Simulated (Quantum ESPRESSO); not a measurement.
# Al: phonons at L under several settings

```
Al
1.0
     0.00000    2.02481    2.02481
     2.02481    0.00000    2.02481
     2.02481    2.02481    0.00000
Al
1
Direct
  0.00000 0.00000 0.00000
```

All runs used Quantum ESPRESSO 7.5; k mesh 11 × 11 × 11; no spin polarisation.

```csv
level,potentials,geometry,cutoff (eV),occupations,volume (Å³/atom),pressure (GPa),frequencies (cm⁻¹)
LDA,PseudoDojo 0.4.1 SR LDA standard,"given cell, atoms relaxed",599,"methfessel-paxton, width 0.272 eV",16.60,-3.9,130 130 275
PBEsol,PseudoDojo 0.4.1 SR PBEsol standard,relaxed cell,544,"cold, width 0.2 eV",16.18,0.0,147 147 309
PBE,SG15 PBE 1.2,relaxed cell,1020,"methfessel-paxton, width 0.272 eV",16.54,0.0,122 122 283
PBE,JTH 2.0 PBE,relaxed cell,490,"cold, width 0.2 eV",?,0.0,?
```

What stands in the row left open?

Volume 16.49 Å³/atom; frequencies 141 141 300 cm⁻¹.

Caveats: the q point doesn't lie on the k mesh, which can shift a metal's frequencies strongly unless the mesh is converged; the cell is more than 3 GPa from zero pressure, which shifts response properties (some runs); the cutoff is low for these files, which shifts pressure and relaxed volume (some runs).

For the row left open. Caveat: the cutoff is low for these files, which shifts pressure and relaxed volume; the q point doesn't lie on the k mesh, which can shift a metal's frequencies strongly unless the mesh is converged.

The runs don't all hold the same shells in valence.
